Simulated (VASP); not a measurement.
# FeO (R-3m) in VASP: notebook

The runs below take FeO through single point, with r2SCAN+U.

Everything below comes from runs of VASP 6.6.1. Logs are shortened: lines on timing, memory, paths and dates and some standing lists are left out, and cuts for length are marked.

## (1) Starting point

It takes space group R-3m (No. 166, trigonal). The conventional cell has a = 3.035 Å, b = 3.035 Å, c = 7.547 Å, α = 90.00°, β = 90.00°, γ = 120.00°. Fe (site symmetry -3m) is surrounded by 6 O at 2.16 Å. O (site symmetry -3m) has 6 Fe at 2.16 Å as nearest neighbours.

## (2) Single point, r2SCAN+U, collinear spin, ferromagnetic start

File INCAR:

```
ALGO = Normal ; EDIFF = 1E-7
ENCUT = 520 ; ISIF = 2
ISMEAR = 0 ; ISPIN = 2
LASPH = T ; LCHARG = F
LDAU = T ; LDAUJ = 0 0
LDAUL = 2 -1 ; LDAUPRINT = 1
LDAUTYPE = 2 ; LDAUU = 2 0
LMAXMIX = 4 ; LMIXTAU = T
LORBIT = 11 ; LREAL = F
LWAVE = F ; MAGMOM = 3 0
METAGGA = R2SCAN ; NELM = 120
PREC = Accurate ; SIGMA = 0.05
```

File KPOINTS:

```
k-points
0
Gamma
  8 8 8
```

File POSCAR:

```
FeO
1.0
    1.5176821100      0.8762341800      2.5157945800
   -1.5176821100      0.8762341800      2.5157945800
    0.0000000000     -1.7524683500      2.5157945800
Fe O
1 1
Direct
    0.0000000000      0.0000000000      0.0000000000
    0.5000000000      0.5000000000      0.5000000000
```

Potentials or basis: VASP PAW PBE potentials, release 64 (Fe, O).

The run is started by

```bash
$ cat potpaw_PBE.64/Fe/POTCAR potpaw_PBE.64/O/POTCAR > POTCAR
$ mpirun -np 1 vasp_std > vasp.out
```

OUTCAR:

```text
EDIFF = 1E-7
   ENCUT = 520
   ISIF = 2
   ISMEAR = 0
   ISPIN = 2
   LASPH = T
   LORBIT = 11
   LREAL = F
   METAGGA = R2SCAN
   NELM = 120
   PREC = Accurate

 ion  position               nearest neighbor table
   1  0.000  0.000  0.000-   2 2.16   2 2.16   2 2.16   2 2.16   2 2.16   2 2.16
   2  0.500  0.500  0.500-   1 2.16   1 2.16   1 2.16   1 2.16   1 2.16   1 2.16

  LATTYP: Found a trigonal (rhomboedric) cell.
 ALAT       =     3.0660019070
 COS(alpha) =     0.5099427872

  Lattice vectors:

 A1 = (   1.5176821100,   0.8762341800,   2.5157945800)
 A2 = (  -1.5176821100,   0.8762341800,   2.5157945800)
 A3 = (   0.0000000000,  -1.7524683500,   2.5157945800)

Analysis of symmetry for initial positions (statically):
=====================================================================
 Subroutine PRICEL returns:
 Original cell was already a primitive cell.

 Routine SETGRP: Setting up the symmetry group for a
 trigonal (rhombohedral) supercell.

 Subroutine GETGRP returns: Found 12 space group operations
 (whereof 12 operations were pure point group operations)
 out of a pool of 12 trial point group operations.

The static configuration has the point symmetry D_3d.

Analysis of symmetry for dynamics (positions and initial velocities):
=====================================================================
 Subroutine PRICEL returns:
 Original cell was already a primitive cell.

 Routine SETGRP: Setting up the symmetry group for a
 trigonal (rhombohedral) supercell.

 Subroutine GETGRP returns: Found 12 space group operations
 (whereof 12 operations were pure point group operations)
 out of a pool of 12 trial point group operations.

The dynamic configuration has the point symmetry D_3d.

Analysis of structural, dynamic, and magnetic symmetry:
=====================================================================
 Subroutine PRICEL returns:
 Original cell was already a primitive cell.

 Routine SETGRP: Setting up the symmetry group for a
 trigonal (rhombohedral) supercell.

 Subroutine GETGRP returns: Found 12 space group operations
 (whereof 12 operations were pure point group operations)
 out of a pool of 12 trial point group operations.

The overall configuration has the point symmetry D_3d.

 Subroutine INISYM returns: Found 12 space group operations
 (whereof 12 operations are pure point group operations),
 and found     1 'primitive' translations

----------------------------------------------------------------------------------------

                                     Primitive cell

  volume of cell :      20.0737

  direct lattice vectors                    reciprocal lattice vectors
     1.517682110  0.876234180  2.515794580     0.329449755  0.190207905  0.132496244
    -1.517682110  0.876234180  2.515794580    -0.329449755  0.190207905  0.132496244
     0.000000000 -1.752468350  2.515794580     0.000000000 -0.380415809  0.132496245

  length of vectors
     3.066001907  3.066001907  3.066001906     0.402829298  0.402829298  0.402829297

  position of ions in fractional coordinates (direct lattice)
     0.000000000  0.000000000  0.000000000
     0.500000000  0.500000000  0.500000000

  ion indices of the primitive-cell ions
   primitive index   ion index
                 1           1
                 2           2

----------------------------------------------------------------------------------------

 KPOINTS: k-points

Automatic generation of k-mesh.
 Grid dimensions read from file:
 generate k-points for:    8    8    8

 Generating k-lattice:

  Cartesian coordinates                     Fractional coordinates (reciprocal lattice)
     0.041181219  0.023775988  0.016562031     0.125000000  0.000000000 -0.000000000
    -0.041181219  0.023775988  0.016562031     0.000000000  0.125000000 -0.000000000
     0.000000000 -0.047551976  0.016562031     0.000000000  0.000000000  0.125000000

  Length of vectors
     0.050353662  0.050353662  0.050353662

  Shift w.r.t. Gamma in fractional coordinates (k-lattice)
     0.000000000  0.000000000  0.000000000

 Subroutine IBZKPT returns following result:
 ===========================================

 Found     65 irreducible k-points:

 Following reciprocal coordinates:
            Coordinates               Weight
  0.000000  0.000000  0.000000      1.000000
  0.125000  0.000000 -0.000000      6.000000
  0.250000  0.000000 -0.000000      6.000000
  0.375000 -0.000000 -0.000000      6.000000
  0.500000  0.000000 -0.000000      3.000000
  0.125000  0.125000 -0.000000      6.000000
[... 16 lines left out ...]
  0.250000  0.125000  0.125000      6.000000
  0.375000  0.125000  0.125000      6.000000
 [... further k-points ...]
   k-points           NKPTS =     65   k-points in BZ     NKDIM =     65   number of bands    NBANDS=     13
   number of dos      NEDOS =    301   number of ions     NIONS =      2
   total plane-waves  NPLWV =  13824
   dimension x,y,z NGX =    24 NGY =   24 NGZ =   24
   dimension x,y,z NGXF=    48 NGYF=   48 NGZF=   48
   ions per type =               1   1
   NGX,Y,Z   is equivalent  to a cutoff of  13.01, 13.01, 13.01 a.u.
   NGXF,Y,Z  is equivalent  to a cutoff of  26.03, 26.03, 26.03 a.u.
 SYSTEM =  unknown system
   PREC   = accura    normal or accurate (medium, high low for compatibility)
   ISTART =      0    job   : 0-new  1-cont  2-samecut
   ICHARG =      2    charge: 1-file 2-atom 10-const
   ISPIN  =      2    spin polarized calculation?
   LNONCOLLINEAR =      F non collinear calculations
   LSORBIT =      F    spin-orbit coupling
   LASPH  =      T    aspherical Exc in radial PAW
   ENCUT  =  520.0 eV  38.22 Ry    6.18 a.u.   5.70  5.70  5.70*2*pi/ulx,y,z
   NELM   =    120;   NELMIN=  2; NELMDL= -5     # of ELM steps
   EDIFF  = 0.1E-06   stopping-criterion for ELM
   LREAL  =      F    real-space projection
   EDIFFG = 0.1E-05   stopping-criterion for IOM
   NSW    =      0    number of steps for IOM
   IBRION =     -1    ionic relax: 0-MD 1-quasi-New 2-CG
   NFREE  =      0    steps in history (QN), initial steepest desc. (CG)
   ISIF   =      2    stress and relaxation
   ISYM   =      2    0-nonsym 1-usesym 2-fastsym
   POTIM  = 0.5000    time-step for ionic-motion
   TEBEG  =    0.0;   TEEND  =   0.0 temperature during run
   PSTRESS=    0.0 pullay stress
   NELECT =      14.0000    total number of electrons
   NUPDOWN=      -1.0000    fix difference up-down
   EMIN   =  10.00;   EMAX   =-10.00  energy-range for DOS
   EFERMI =   0.00;   METHOD = LEGACY
   ISMEAR =     0;   SIGMA  =   0.05  broadening in eV -4-tet -1-fermi 0-gaus
   EFERMI_NEDOS =   21; number of points for ismear=-14 and -15
   IALGO  =     38    algorithm
   IMIX   =      4    mixing-type and parameters
     AMIX     =   0.40;   BMIX     =  1.00
     AMIX_MAG =   1.60;   BMIX_MAG =  1.00
  volume/ion in A,a.u.               =      10.04        67.73
  Fermi-wavevector in a.u.,A,eV,Ry     =   1.451805  2.743514 28.677524  2.107739
  Thomas-Fermi vector in A             =   2.569260
   LORBIT       =     11    0 simple, 1 ext, 2 COOP (PROOUT), +10 PAW based schemes
 LDA+U is selected, type is set to LDAUTYPE =  2
   angular momentum for each species LDAUL =     2   -1
   U (eV)           for each species LDAUU =   2.0  0.0
   J (eV)           for each species LDAUJ =   0.0  0.0
   METAGGA = R2SCAN    functional components
   LHFCALC =     F    Hartree Fock is set to
   AEXX    =    0.0000 exact exchange contribution
   IVDW    =     0    specifies the selected vdW correction
   LEPSILON=     F    determine dielectric tensor
   LRPA    =     F    only Hartree local field effects (RPA)
 spin polarized calculation
 Gauss-broadening in eV      SIGMA  =   0.05
  energy-cutoff  :      520.00
  volume of cell :       20.07
 maximum number of plane-waves:       552
   NGX = 11   NGY = 11   NGZ = 11

atom =   1  type =  1  l = 2

 onsite density matrix

spin component  1

  0.9769 -0.0000  0.0000 -0.0202 -0.0000
 -0.0000  0.9921  0.0000  0.0000 -0.0202
  0.0000  0.0000  0.9631 -0.0000  0.0000
 -0.0202  0.0000 -0.0000  0.9921  0.0000
 -0.0000 -0.0202  0.0000  0.0000  0.9769

spin component  2

  0.2512 -0.0000 -0.0000  0.0940 -0.0000
 -0.0000  0.1770  0.0000 -0.0000  0.0940
 -0.0000  0.0000  0.3166  0.0000  0.0000
  0.0940 -0.0000  0.0000  0.1770 -0.0000
 -0.0000  0.0940  0.0000 -0.0000  0.2512

 occupancies and eigenvectors

  o =  0.1130  v =  0.0000  0.0000  0.0000  0.0000  0.0000 -0.5626 -0.0000 -0.0000  0.8268  0.0000      0.0000  0.0000  0.0000  0.0000  0.0000  0.0000  0.0000  0.0000  0.0000  0.0000
  o =  0.1130  v =  0.0000  0.0000  0.0000  0.0000  0.0000 -0.0000  0.8268 -0.0000  0.0000 -0.5626      0.0000  0.0000  0.0000  0.0000  0.0000  0.0000  0.0000  0.0000  0.0000  0.0000
  o =  0.3152  v =  0.0000  0.0000  0.0000  0.0000  0.0000  0.0000  0.5626 -0.0000  0.0000  0.8268      0.0000  0.0000  0.0000  0.0000  0.0000  0.0000  0.0000  0.0000  0.0000  0.0000
  o =  0.3152  v =  0.0000  0.0000  0.0000  0.0000  0.0000  0.8268 -0.0000  0.0000  0.5626 -0.0000      0.0000  0.0000  0.0000  0.0000  0.0000  0.0000  0.0000  0.0000  0.0000  0.0000
  o =  0.3166  v =  0.0000  0.0000  0.0000  0.0000  0.0000  0.0000 -0.0000 -1.0000  0.0000 -0.0000      0.0000  0.0000  0.0000  0.0000  0.0000  0.0000  0.0000  0.0000  0.0000  0.0000
  o =  0.9629  v =  0.0000 -0.5698  0.0000  0.0000 -0.8217  0.0000  0.0000  0.0000  0.0000  0.0000      0.0000  0.0000  0.0000  0.0000  0.0000  0.0000  0.0000  0.0000  0.0000  0.0000
  o =  0.9629  v =  0.8217  0.0000 -0.0000  0.5698  0.0000  0.0000  0.0000  0.0000  0.0000  0.0000      0.0000  0.0000  0.0000  0.0000  0.0000  0.0000  0.0000  0.0000  0.0000  0.0000
  o =  0.9631  v = -0.0000 -0.0000 -1.0000 -0.0000 -0.0000  0.0000  0.0000  0.0000  0.0000  0.0000      0.0000  0.0000  0.0000  0.0000  0.0000  0.0000  0.0000  0.0000  0.0000  0.0000
  o =  1.0061  v = -0.5698 -0.0000 -0.0000  0.8217  0.0000  0.0000  0.0000  0.0000  0.0000  0.0000      0.0000  0.0000  0.0000  0.0000  0.0000  0.0000  0.0000  0.0000  0.0000  0.0000
  o =  1.0061  v =  0.0000 -0.8217  0.0000 -0.0000  0.5698  0.0000  0.0000  0.0000  0.0000  0.0000      0.0000  0.0000  0.0000  0.0000  0.0000  0.0000  0.0000  0.0000  0.0000  0.0000

 number of electron      13.9999999 magnetization       4.0039055

 Free energy of the ion-electron system (eV)
  ---------------------------------------------------
  ext. energy  EPLUGINS =         0.00000000
  ---------------------------------------------------
  free energy    TOTEN  =       -21.82793958 eV

  energy without entropy =      -21.82630251  energy(sigma->0) =      -21.82712105

 E-fermi :   6.8169     XC(G=0): -12.7583

 val. band max:        6.7873176479   @ k =  -0.3750   0.3750   0.2500
 cond. band min:       6.8280944016   @ k =  -0.3750   0.2500  -0.0000
 fundamental gap:      0.0407767537
 Fermi energy:         6.8169087384

 spin component 1

 k-point     1 :       0.0000    0.0000    0.0000
  band No.  band energies     occupation
      1     -15.6570      1.00000
      2       0.6079      1.00000
      3       0.6079      1.00000
      4       0.6240      1.00000
      5       0.6732      1.00000
      6       0.6732      1.00000
      7       2.0977      1.00000
      8       2.1947      1.00000
      9       2.1947      1.00000
     10       6.5256      1.00000
     11      22.2184      0.00000
     12      22.7197      0.00000
     13      23.1166      0.00000
[... 741 lines left out ...]
 k-point    24 :       0.3750    0.1250    0.1250
  band No.  band energies     occupation
      1     -14.4324      1.00000
      2      -0.6501      1.00000
      3       1.2685      1.00000
      4       1.4774      1.00000
      5       6.6777      0.99996
      6       6.6993      0.99956
      7       7.1467      0.00000
      8       8.6204      0.00000
      9       9.8864      0.00000
     10      11.4879      0.00000
     11      17.8594      0.00000
     12      20.1102      0.00000
     13      22.6557      0.00000

 [... further k-points ...]

------------------------ aborting loop because EDIFF is reached ----------------------------------------

  FORCE on cell =-STRESS in cart. coord.  units (eV):
  Direction    XX          YY          ZZ          XY          YZ          ZX
  --------------------------------------------------------------------------------------
  -------------------------------------------------------------------------------------
  Total       -0.7224697     -0.7224697     -0.8889406      0.0000000     -0.0000000     -0.0000000
  in kB      -57.6637410    -57.6637413    -70.9505727      0.0000000     -0.0000001     -0.0000000
  external PRESSURE =     -62.0926850 kB  Pullay stress =       0.0000000 kB

 VOLUME and BASIS-vectors are now :
 -----------------------------------------------------------------------------
  energy-cutoff  :      520.00
  volume of cell :       20.07
      direct lattice vectors                 reciprocal lattice vectors
     1.517682110  0.876234180  2.515794580     0.329449755  0.190207905  0.132496244
    -1.517682110  0.876234180  2.515794580    -0.329449755  0.190207905  0.132496244
     0.000000000 -1.752468350  2.515794580     0.000000000 -0.380415809  0.132496245

 POSITION                                       TOTAL-FORCE (eV/Angst)
 -----------------------------------------------------------------------------------
      0.00000      0.00000      0.00000         0.000000      0.000000      0.000000
      0.00000      0.00000      3.77369        -0.000000      0.000000     -0.000000
 -----------------------------------------------------------------------------------
    total drift:                               -0.000000      0.000000     -0.000000

  FREE ENERGIE OF THE ION-ELECTRON SYSTEM (eV)
  ---------------------------------------------------
  free  energy   TOTEN  =       -21.8279395786 eV

  energy  without entropy=      -21.8263025148  energy(sigma->0) =      -21.82712105

 total charge

# of ion       s       p       d       tot
------------------------------------------
    1        0.281   0.362   6.053   6.697
    2        1.556   3.488   0.000   5.044
--------------------------------------------------
tot          1.838   3.851   6.053  11.741

 magnetization (x)

# of ion       s       p       d       tot
------------------------------------------
    1        0.029   0.018   3.727   3.773
    2        0.027   0.205   0.000   0.232
--------------------------------------------------
tot          0.056   0.223   3.727   4.005
```

Wall time 59 s (1 thread of Intel Xeon 6975P-C (Granite Rapids), shared host); peak memory 0.17 GiB.

Results:

```
Free energy                                           : -21.8279 eV
Pressure                                              : -6.2 GPa
Band gap on the k mesh                                : none (metal or under the smearing width)
Net moment                                            : 4.00 μB per cell
Site moments                                          : Fe +3.77; O +0.23 μB
Valence electrons inside the program's atomic spheres : Fe 6.70; O 5.04
```

Eigenvalues of the final occupation matrices:
```
    site  spin  trace               eigenvalues
site 1 d     1   4.90  0.96 0.96 0.96 1.01 1.01
site 1 d     2   1.17  0.11 0.11 0.32 0.32 0.32
```

Caveat: the PAW data sets were made with another functional, which shifts forces and pressure a little; a cell with one magnetic atom can't hold antiferromagnetic order, which such compounds often take. The state reached can hang on the start; a lower one may exist.

## (3) Single point, r2SCAN+U, collinear spin, antiferromagnetic start

This run uses another cell than the first one: it holds 4 atoms, not 2.

File INCAR:

```
PREC = Accurate ; ENCUT = 520
EDIFF = 1E-6 ; ISMEAR = 0
SIGMA = 0.05 ; LREAL = F
LASPH = T ; NELM = 150
ALGO = Normal ; ISIF = 2
LWAVE = F ; LCHARG = F
ISPIN = 2 ; MAGMOM = 3 -3 0 0
LORBIT = 11 ; LMAXMIX = 4
LDAU = T ; LDAUTYPE = 2
LDAUL = 2 -1 ; LDAUU = 2 0
LDAUJ = 0 0 ; LDAUPRINT = 1
METAGGA = R2SCAN ; LMIXTAU = T
```

File KPOINTS:

```
Automatic mesh
0
Gamma
  8 8 4
```

File POSCAR:

```
FeO
1.0
    1.5176821100      0.8762341800      2.5157945800
   -1.5176821100      0.8762341800      2.5157945800
    0.0000000000     -3.5049367000      5.0315891600
Fe O
2 2
Direct
    0.0000000000      0.0000000000      0.0000000000
    0.0000000000      0.0000000000      0.5000000000
    0.5000000000      0.5000000000      0.2500000000
    0.5000000000      0.5000000000      0.7500000000
```

Potentials or basis: VASP PAW PBE potentials, release 64 (Fe, O).

The run is started by

```bash
$ cat potpaw_PBE.64/Fe/POTCAR potpaw_PBE.64/O/POTCAR > POTCAR
$ mpirun -np 1 vasp_std > vasp.out
```

OUTCAR:

```text
PREC = Accurate
   ENCUT = 520
   EDIFF = 1E-6
   ISMEAR = 0
   LREAL = F
   LASPH = T
   NELM = 150
   ISIF = 2
   ISPIN = 2
   LORBIT = 11
   METAGGA = R2SCAN

 ion  position               nearest neighbor table
   1  0.000  0.000  0.000-   3 2.16   4 2.16   3 2.16   4 2.16   4 2.16   3 2.16   2 3.04   2 3.04
                             2 3.04   2 3.04   2 3.07   2 3.07
   2  0.000  0.000  0.500-   3 2.16   4 2.16   3 2.16   4 2.16   3 2.16   4 2.16   1 3.04   1 3.04
                             1 3.04   1 3.04   1 3.07   1 3.07
[... 1364 lines left out ...]
  volume of cell :       40.15
      direct lattice vectors                 reciprocal lattice vectors
     1.517682110  0.876234180  2.515794580     0.329449755  0.190207905  0.132496244
    -1.517682110  0.876234180  2.515794580    -0.329449755  0.190207905  0.132496244
     0.000000000 -3.504936700  5.031589160     0.000000000 -0.190207905  0.066248122

 POSITION                                       TOTAL-FORCE (eV/Angst)
 -----------------------------------------------------------------------------------
      0.00000      0.00000      0.00000        -0.000000     -0.000000     -0.000000
      0.00000     -1.75247      2.51579        -0.000000     -0.000000     -0.000000
      0.00000      0.00000      3.77369        -0.000000     -0.000000      0.000000
      0.00000     -1.75247      6.28949         0.000000      0.000000      0.000000
 -----------------------------------------------------------------------------------
    total drift:                               -0.000000     -0.000000     -0.000000

  FREE ENERGIE OF THE ION-ELECTRON SYSTEM (eV)
  ---------------------------------------------------
  free  energy   TOTEN  =       -43.6294411631 eV

  energy  without entropy=      -43.6242685240  energy(sigma->0) =      -43.62685484

 total charge

# of ion       s       p       d       tot
------------------------------------------
    1        0.279   0.359   6.089   6.726
    2        0.279   0.359   6.089   6.726
    3        1.559   3.484   0.000   5.043
    4        1.559   3.484   0.000   5.043
--------------------------------------------------
tot          3.676   7.685  12.177  23.538

 magnetization (x)

# of ion       s       p       d       tot
------------------------------------------
    1        0.012   0.007   3.661   3.681
    2       -0.012  -0.007  -3.661  -3.681
    3        0.000   0.000   0.000   0.000
    4        0.000   0.000   0.000   0.000
--------------------------------------------------
tot          0.000   0.000   0.000   0.000
```

Run time: 4.6 min. Hardware: 1 thread of Intel Xeon 6975P-C (Granite Rapids), shared host; peak memory 0.26 GiB.

Results:

- Free energy: -43.6294 eV
- Pressure: -3.3 GPa
- Band gap on the k mesh: none (metal or under the smearing width)
- Net moment: 0.00 μB per cell
- Site moments: Fe +3.68, -3.68; O +0.00 μB
- Valence electrons inside the program's atomic spheres: Fe 6.73; O 5.04

Eigenvalues of the final occupation matrices:
```
    site  spin  trace               eigenvalues
site 1 d     1   4.89  0.96 0.96 0.96 1.00 1.00
site 1 d     2   1.22  0.05 0.12 0.12 0.46 0.47
site 2 d     1   1.22  0.05 0.12 0.12 0.46 0.47
site 2 d     2   4.89  0.96 0.96 0.96 1.00 1.00
```

Caveat: the PAW data sets were made with another functional, which shifts forces and pressure a little.

[end of part 1 of 2]
